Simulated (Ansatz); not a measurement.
# TiGe2N4 bilayer (AB) in a perpendicular field

What dipole does a perpendicular field induce in the TiGe2N4 bilayer (AB), and does the gap follow? A positive field points along +c.

Calculated with Ansatz 0.2.0; plane-wave DFT, LDA, Ansatz PAW, in the first sound run; inputs show where later runs differ.

This is a report of a sequence of runs, with the program logs left out and the cost of each run kept.

### 1. Starting point

The cell holds 14 atoms: 8 N, 4 Ge and 2 Ti. Cell: a = 3.020 Å, b = 3.020 Å, c = 66.605 Å, α = 90.0°, β = 90.0°, γ = 120.0°. Regions: layer 1: TiGe2N4, 7 atoms (4 N, 2 Ge and 1 Ti); layer 2: TiGe2N4, 7 atoms (4 N, 2 Ge and 1 Ti). Vacuum lies along c.

Coordinates:

```xyz
14
Lattice="3.0200 0.0000 0.0000 -1.5100 2.6154 0.0000 0.0000 0.0000 66.6048" Properties=species:S:1:pos:R:3
N     0.0000    0.0000   24.4000
Ge    0.0000    1.7436   24.9878
N     0.0000    1.7436   26.8278
Ti    0.0000    0.0000   28.0512
N     0.0000    1.7436   29.2746
Ge    0.0000    1.7436   31.1146
N     0.0000    0.0000   31.7024
N     0.0000    1.7436   34.9024
Ge    1.5100    0.8718   35.4901
N     1.5100    0.8718   37.3301
Ti    0.0000    1.7436   38.5536
N     1.5100    0.8718   39.7770
Ge    1.5100    0.8718   41.6170
N     0.0000    1.7436   42.2048
```

### 2. Relaxation

The starting cell is a guess, so the in-plane lattice and the atoms are relaxed first, with the slab cut off from its images along the normal.

File input.yaml:

```yaml
crystal:
  lattice:
    - [3.02, 0.0, 0.0]
    - [-1.51, 2.6153967194, 0.0]
    - [0.0, 0.0, 66.6047531277]
  atoms:
    - { symbol: "N", position: [0.0, 0.0, 0.3663402213] }
    - { symbol: Ge, position: [0.3333333333, 0.6666666667, 0.3751648786] }
    - { symbol: "N", position: [0.3333333333, 0.6666666667, 0.4027905347] }
    - { symbol: Ti, position: [0.0, 0.0, 0.4211589559] }
    - { symbol: "N", position: [0.3333333333, 0.6666666667, 0.439527377] }
    - { symbol: Ge, position: [0.3333333333, 0.6666666667, 0.4671530331] }
    - { symbol: "N", position: [0.0, 0.0, 0.4759776904] }
    - { symbol: "N", position: [0.3333333333, 0.6666666667, 0.5240223096] }
    - { symbol: Ge, position: [0.6666666667, 0.3333333333, 0.5328469669] }
    - { symbol: "N", position: [0.6666666667, 0.3333333333, 0.560472623] }
    - { symbol: Ti, position: [0.3333333333, 0.6666666667, 0.5788410441] }
    - { symbol: "N", position: [0.6666666667, 0.3333333333, 0.5972094653] }
    - { symbol: Ge, position: [0.6666666667, 0.3333333333, 0.6248351214] }
    - { symbol: "N", position: [0.3333333333, 0.6666666667, 0.6336597787] }
  periodic: [true, true, false]
kpoints:
  mp_grid: { grid: [12, 12, 1] }
hamiltonian:
  xc: lda
scf:
  occupations: { method: fermi_dirac, width: 0.05 }
  convergence: { dr2_threshold: 1.0e-09 }
relax:
  f_tol: 0.004
  max_steps: 90
  cell: {}
output:
  write_potential: true
  write_density: true
  volumetric_format: npy
```

Launch:

```sh
> ansatz run input.yaml --threads 4 --pin off --max-ram 12288MiB --backend cpu --events-out ev --progress --plain --runs-dir out
```

Wall time 3.3 min (4 threads of Intel Xeon Platinum 8488C (Sapphire Rapids), shared host); peak memory 1.5 GiB; 13 min of CPU time.

The steps of the relaxation:

```
step  energy less that of the first step (eV)  largest force component (eV/Å)  volume (Å³)
   1                                   0.0000                          2.1200       526.08
   2                                  -0.3266                          0.4304       528.04
   3                                  -0.4240                          0.1920       520.62
   4                                  -0.4328                          0.0886       520.05
   5                                  -0.4338                          0.0292       520.65
   6                                  -0.4340                          0.0094       520.75
   7                                  -0.4341                          0.0036       520.68
  8*                                  -0.4281                          0.0040       520.68
   9                                  -0.4283                          0.0015       520.55
 10*                                  -0.4282                          0.0015       520.55
```

Relaxation steps marked * repeat the geometry before them on a plane-wave basis chosen anew for their cell, so energy and pressure can jump there.

The run keeps the 6 symmetry operations that the program found, so distortions that break them were not tested.

```
cell as run  before  after  change
      a (Å)   3.020  3.004  -0.5 %
      b (Å)   3.020  3.004  -0.5 %
```

The atoms that moved most (Å, along periodic axes as changes of fractional coordinates times the final cell, across vacuum about the mean position):

```
atom     dx     dy      dz  length
  N3  0.000  0.000   0.357   0.357
 N12  0.000  0.000  -0.357   0.357
 Ge2  0.000  0.000   0.342   0.342
Ge13  0.000  0.000  -0.342   0.342
  N1  0.000  0.000   0.334   0.334
 N14  0.000  0.000  -0.334   0.334
 Ti4  0.000  0.000   0.268   0.268
Ti11  0.000  0.000  -0.268   0.268
```

Final coordinates:

```xyz
14
Lattice="3.0041 0.0000 0.0000 -1.5021 2.6016 0.0000 0.0000 0.0000 66.6048" Properties=species:S:1:pos:R:3
N     0.0000    0.0000   24.7342
Ge    0.0000    1.7344   25.3301
N     0.0000    1.7344   27.1849
Ti    0.0000    0.0000   28.3193
N     0.0000    1.7344   29.4537
Ge    0.0000    1.7344   31.3081
N     0.0000    0.0000   31.9014
N     0.0000    1.7344   34.7013
Ge    1.5021    0.8672   35.2968
N     1.5021    0.8672   37.1513
Ti    0.0000    1.7344   38.2860
N     1.5021    0.8672   39.4203
Ge    1.5021    0.8672   41.2750
N     0.0000    1.7344   41.8709
```

The lattice constant a goes from 3.020 to 3.004 Å.

### 3. Single point, field 0, start network

A sawtooth potential applies the field, turning back in the middle of the vacuum. With the dipole correction the typed value is the field outside the slab. The induced dipole is small, so the SCF threshold is tight.

The cell differs from the one that the last finished run ended in (c 66.605 → 35.137 Å).

File input.yaml:

```yaml
crystal:
  lattice:
    - [3.0041045441, 0.0, 0.0]
    - [-1.5020522721, 2.6016308508, 0.0]
    - [0.0, 0.0, 35.1366264791]
  atoms:
    - { symbol: "N", position: [0.0, 0.0, 0.2561429739] }
    - { symbol: Ge, position: [0.3333333333, 0.6666666667, 0.2731012006] }
    - { symbol: "N", position: [0.3333333333, 0.6666666667, 0.3258886073] }
    - { symbol: Ti, position: [0.0, 0.0, 0.3581760224] }
    - { symbol: "N", position: [0.3333333333, 0.6666666667, 0.3904602757] }
    - { symbol: Ge, position: [0.3333333333, 0.6666666667, 0.4432360811] }
    - { symbol: "N", position: [0.0, 0.0, 0.4601239807] }
    - { symbol: "N", position: [0.3333333333, 0.6666666667, 0.5398085599] }
    - { symbol: Ge, position: [0.6666666667, 0.3333333333, 0.5567558397] }
    - { symbol: "N", position: [0.6666666667, 0.3333333333, 0.6095369579] }
    - { symbol: Ti, position: [0.3333333333, 0.6666666667, 0.6418296507] }
    - { symbol: "N", position: [0.6666666667, 0.3333333333, 0.6741115609] }
    - { symbol: Ge, position: [0.6666666667, 0.3333333333, 0.7268991099] }
    - { symbol: "N", position: [0.3333333333, 0.6666666667, 0.7438570261] }
kpoints:
  mp_grid: { grid: [18, 18, 1] }
  band_path:
    path: [[0, 0, 0], [0.5, 0, 0], [0.33333333, 0.33333333, 0], [0, 0, 0]]
    npoints: 16
hamiltonian:
  xc: lda
scf:
  occupations: { method: fermi_dirac, width: 0.05 }
  convergence: { dr2_threshold: 1.0e-10 }
efield:
  axis: 3
  dipole_correction: true
  ramp_position: 0.97
  ramp_width: 0.06
  amplitude: 0
output:
  dos: { projected: true, e_range: [-6, 5] }
  bader: true
  write_potential: true
  write_density: true
  volumetric_format: npy
  elf: true
```

The job ended after 63 s (4 threads; peak memory 1.3 GiB; 4.2 min of CPU time).

This step gave:

```yaml
dipole_along_the_normal: 0.006634 e·Å
gap_along_the_path: 0.9245 eV
smallest_direct_gap_along_the_path: 1.554 eV
step_between_the_vacuum_levels: -0.1536 eV
ionisation_energy_upper_face: 6.797 eV
electron_affinity_upper_face: 5.873 eV
ionisation_energy_lower_face: 6.951 eV
gap_the_smaller_of_path_and_mesh: 0.9244 eV
```

Running mean over a fixed 2.8 Å (it still follows the layers) of the planar mean; the ramp of the sawtooth is left out. Table of electron's electrostatic potential energy less the Fermi level by z:

```
z (Å)  electron's electrostatic potential energy less the Fermi level (eV)
    4                                                                 6.52
    5                                                                 6.52
    6                                                                 6.51
    7                                                                 6.00
    8                                                               -0.118
    9                                                                -6.02
   10                                                                -7.81
   11                                                                -6.02
   12                                                                -7.30
   13                                                                -7.84
   14                                                                -5.99
   15                                                                -7.87
   16                                                                -6.49
   17                                                                -2.08
   18                                                                -1.41
   19                                                                -6.28
   20                                                                -7.99
   21                                                                -6.16
   22                                                                -7.56
   23                                                                -7.89
   24                                                                -6.12
   25                                                                -8.02
   26                                                                -6.52
   27                                                                -1.35
   28                                                                 5.52
   29                                                                 6.34
   30                                                                 6.37
   31                                                                 6.37
```

The density of states has structure finer than the step of the table below, so its rows give means over 0.25 eV. Peaks (eV: height): -4.240: 16.9, -2.310: 14.2, -2.030: 15.8, -1.700: 15.2, -1.560: 17.6, 0.530: 16.2, 0.670: 15.2.

Density of states against energy, zero at the Fermi level of the run, which the smearing sets inside the gap; means over each step:

```
energy (eV)  density of states (states/eV a cell)
      -5.75                                  6.36
      -5.50                                  4.57
      -5.25                                  6.35
      -5.00                                  5.91
      -4.75                                  6.13
      -4.50                                  8.00
      -4.25                                  12.8
      -4.00                                  8.20
      -3.75                                  4.23
      -3.50                                  5.44
      -3.25                                  6.12
      -3.00                                  5.62
      -2.75                                  6.62
      -2.50                                  7.78
      -2.25                                  11.9
      -2.00                                  9.84
      -1.75                                  11.8
      -1.50                                  11.1
      -1.25                                  6.75
      -1.00                                  4.34
      -0.75                                  1.94
      -0.50                                  1.29
      -0.25                                     0
       0.00                                     0
       0.25                                     0
       0.50                                  4.64
       0.75                                  6.96
       1.00                                  2.10
       1.25                                  1.49
       1.50                                 0.817
       1.75                                     0
       2.00                                0.0831
       2.25                                 0.822
```

Projected DOS per atom over height of the atomic layer and energy from the Fermi level. Layers: N Ge N Ti N Ge N N Ge N Ti N Ge N from below.

Values in states/eV, 22 rows by 14 columns, each cell a mean:
```
0.00 0.00 0.01 0.27 0.01 0.00 0.00 0.00 0.00 0.02 0.49 0.02 0.00 0.00
0.00 0.00 0.00 0.00 0.00 0.00 0.00 0.00 0.00 0.00 0.01 0.00 0.00 0.00
0.03 0.03 0.02 0.41 0.03 0.03 0.03 0.02 0.02 0.01 0.20 0.01 0.02 0.02
0.01 0.01 0.05 0.82 0.05 0.01 0.01 0.02 0.02 0.03 0.52 0.03 0.02 0.02
0.05 0.03 0.14 3.14 0.14 0.03 0.05 0.04 0.03 0.12 2.58 0.12 0.03 0.04
0.00 0.00 0.00 0.00 0.00 0.00 0.00 0.02 0.01 0.05 1.07 0.05 0.01 0.02
0.00 0.00 0.00 0.00 0.00 0.00 0.00 0.00 0.00 0.00 0.00 0.00 0.00 0.00
0.11 0.01 0.13 0.01 0.15 0.00 0.15 0.08 0.00 0.05 0.01 0.04 0.00 0.04
0.34 0.01 0.36 0.06 0.35 0.01 0.37 0.27 0.01 0.28 0.03 0.27 0.01 0.23
0.78 0.01 0.74 0.32 0.73 0.02 0.78 0.76 0.02 0.53 0.17 0.50 0.01 0.62
1.14 0.06 1.64 0.75 1.52 0.05 0.93 0.91 0.04 1.35 0.63 1.38 0.03 1.15
0.78 0.10 1.25 0.71 1.33 0.09 0.75 0.63 0.07 1.26 0.68 1.37 0.07 0.81
0.78 0.12 1.16 0.78 1.15 0.11 0.76 0.83 0.12 1.38 0.88 1.35 0.13 0.85
0.49 0.09 0.61 0.50 0.66 0.09 0.56 0.65 0.10 0.79 0.51 0.73 0.10 0.54
0.52 0.14 0.57 0.53 0.58 0.13 0.52 0.46 0.10 0.56 0.53 0.56 0.11 0.46
0.51 0.16 0.37 0.38 0.36 0.15 0.50 0.57 0.17 0.52 0.50 0.52 0.17 0.56
0.71 0.23 0.63 0.49 0.61 0.22 0.67 0.52 0.16 0.32 0.30 0.31 0.16 0.52
1.08 0.42 0.98 0.68 1.00 0.42 1.10 1.13 0.42 1.17 0.84 1.18 0.44 1.18
0.59 0.31 0.54 0.32 0.51 0.28 0.57 0.69 0.32 0.60 0.37 0.61 0.32 0.67
0.51 0.31 0.56 0.29 0.56 0.32 0.55 0.49 0.27 0.47 0.26 0.47 0.26 0.47
0.46 0.29 0.37 0.19 0.36 0.30 0.49 0.51 0.30 0.41 0.22 0.42 0.29 0.48
0.50 0.35 0.44 0.26 0.47 0.37 0.53 0.58 0.40 0.53 0.30 0.53 0.40 0.57
```
Columns: height of the atomic layer (Å) from 9 to 26.1 (not evenly spaced); rows upwards: energy from the Fermi level (eV) from -5.96 to 2.41.

The electronic bands at the labelled points (eV, zero at the Fermi level of the run, which the smearing sets inside the gap):

```
  point  band 57  band 58  band 59  band 60  band 61  band 62  band 63  band 64
      Γ    -1.17    -1.17    -1.06    -0.51     1.20     1.42     2.93     3.01
halfway    -1.91    -1.89    -1.02    -0.79     0.80     0.95     3.00     3.15
      M    -1.65    -1.53    -1.43    -1.28     0.50     0.66     2.89     3.05
halfway    -1.70    -1.49    -1.33    -1.15     0.64     0.80     2.51     2.67
      K    -1.61    -1.47    -1.02    -0.87     0.92     1.07     2.04     2.20
halfway    -1.68    -1.50    -1.11    -0.92     0.65     0.80     3.19     3.28
      Γ    -1.17    -1.17    -1.06    -0.51     1.20     1.42     2.93     3.01
```

ELF in the ca plane at fractional y = 0.667, with atoms of Ge and N and Ti within 0.2 Å of it. It is the smooth field of the valence electrons, not physical close to the nuclei.

Ten even steps from '0' (0.00) to '9' (0.89), each cell a mean:
```
00000000013566653101221221221014666630012333
00000000013567653101111221111014677630002233
00000000001355543225663113664223455410146654
00000000000123322368897237988532233200489887
00000000000012100378458348548720012101798368
00000000000012100377358347438720012101798358
00000000000123212368897238988532123200599887
00000000001345543235773114775323455410156764
```
Columns run along c (16.0 Å, from fractional 0.11 to 0.57 of the cell), rows up along a (3.0 Å). Atoms in or near the plane, at fractional coordinates: Ge at (0.27, 0.33), N at (0.33, 0.33), N at (0.39, 0.33), Ge at (0.44, 0.33), N at (0.54, 0.33).

Electrostatic potential energy in the ca plane at fractional y = 0.667, with atoms of Ge and N and Ti within 0.2 Å of it. With pseudopotentials it is smooth inside the atoms' cores, unlike the true potential.

Ten even steps from '0' (-46 eV) to '9' (10 eV), each cell a mean:
```
99999999999998888899987667899988888999998766
99999999999998888999987567899998888999998765
99999999999998767899988778899887678999998877
99999999999987433587558887557853347999996458
99999999999985211363005885003631125899982017
99999999999985211362005884003631125899971006
99999999999986323576347887437753247899995358
99999999999998766889888778889876678999998877
```
Columns run along c (16.0 Å, from fractional 0.11 to 0.57 of the cell; values clipped at the 3rd and 97th percentile), rows up along a (3.0 Å). Atoms in or near the plane, at fractional coordinates: Ge at (0.27, 0.33), N at (0.33, 0.33), N at (0.39, 0.33), Ge at (0.44, 0.33), N at (0.54, 0.33).

Valence density in the ca plane at fractional y = 0.667, with atoms of Ge and N and Ti within 0.2 Å of it. It is the smooth field of the valence electrons, not physical close to the nuclei.

Ten steps, logarithmic in the rise over the least value, from '0' (0 e/Å³) to '9' (32 e/Å³), each cell a mean:
```
00000000000000000000122110000112111000012210
00000000000000000000122110000112110000012210
00000000000000000000112211111111111111112210
00000000000000000000123432233321133321244210
00000000000000000000137973345431245532598410
00000000000000000000138973345431245533599410
00000000000000000000124542234321134322355210
00000000000000000000112211112211122111122210
```
Columns run along c (16.0 Å, from fractional 0.04 to 0.49 of the cell), rows up along a (3.0 Å). Atoms in or near the plane, at fractional coordinates: Ge at (0.27, 0.33), N at (0.33, 0.33), N at (0.39, 0.33), Ge at (0.44, 0.33).

The gap is 0.92 eV, with the valence edge 6.80 eV and the conduction edge 5.87 eV under the upper vacuum level.

### 4. Single point, field 0.03 V/Å

Changes to input.yaml since step 3:

```diff
@@ -35,6 +35,4 @@
   ramp_width: 0.06
-  amplitude: 0
+  amplitude: 0.03
 output:
-  dos: { projected: true, e_range: [-6, 5] }
-  bader: true
   write_potential: true
@@ -42,2 +40 @@
   volumetric_format: npy
-  elf: true
```

The job ended after 47 s (4 threads; peak memory 1.2 GiB).

The dipole is 0.0280 e·Å, 0.0214 e·Å from its value without field, and the gap 0.957 eV.

### 5. Single point, field -0.03 V/Å

Changes to input.yaml since step 4:

```diff
@@ -35,3 +35,3 @@
   ramp_width: 0.06
-  amplitude: 0.03
+  amplitude: -0.03
 output:
```

Wall time 38 s (4 threads); peak memory 1.3 GiB; 2.5 min of CPU time.

The dipole is -0.0148 e·Å, -0.0214 e·Å from its value without field, and the gap 0.889 eV.

### 6. Single point, field 0.15 V/Å

Changes to input.yaml since step 5:

```diff
@@ -33,5 +33,5 @@
   dipole_correction: true
-  ramp_position: 0.97
-  ramp_width: 0.06
-  amplitude: -0.03
+  ramp_position: 0.9547
+  ramp_width: 0.0905
+  amplitude: 0.15
 output:
```

It took 40 s on 4 threads; peak memory 1.2 GiB.

The dipole is 0.114 e·Å, 0.107 e·Å from its value without field, and the gap 0.961 eV.

### 7. Single point, field 0.25 V/Å

Changes to input.yaml since step 6:

```diff
@@ -35,3 +35,3 @@
   ramp_width: 0.0905
-  amplitude: 0.15
+  amplitude: 0.25
 output:
```

The job ended after 50 s (4 threads; peak memory 1.3 GiB; 3.3 min of CPU time).

The dipole is 0.185 e·Å, 0.178 e·Å from its value without field, and the gap 0.842 eV.

### 8. Single point, field -0.25 V/Å

Changes to input.yaml since step 7:

```diff
@@ -35,4 +35,6 @@
   ramp_width: 0.0905
-  amplitude: 0.25
+  amplitude: -0.25
 output:
+  dos: { projected: true, e_range: [-6, 5] }
+  bader: true
   write_potential: true
@@ -40 +42,2 @@
   volumetric_format: npy
+  elf: true
```

Run time: 73 s. Hardware: 4 threads; peak memory 1.3 GiB; 4.8 min of CPU time.

The dipole is -0.173 e·Å, -0.179 e·Å from its value without field, and the gap 0.594 eV.

(Part 1 of 2 ends here.)

[Long decimals in the printed logs are rounded to 6 places.]

[Logs are printed without paths, hosts, clocks, repeated set-up lines and the standing remarks that a program may print on its own settings, such as how far it seeks lower states.]

[Hosts, paths, dates, database ids (printed as entryN), source tags and the programs' standing remarks are cut or masked in the printed files.]

[Maps of the electrostatic potential energy from Ansatz leave out the sawtooth potential of an applied field or a dipole correction, so their vacuum need not be flat; planar profiles and work functions include it.]

[The density of states shown here was stored with 400 of the rows of the run's finer table, so its peaks can read low, often by over a quarter, or be missed, and its means over a window can be off by a tenth or more.]
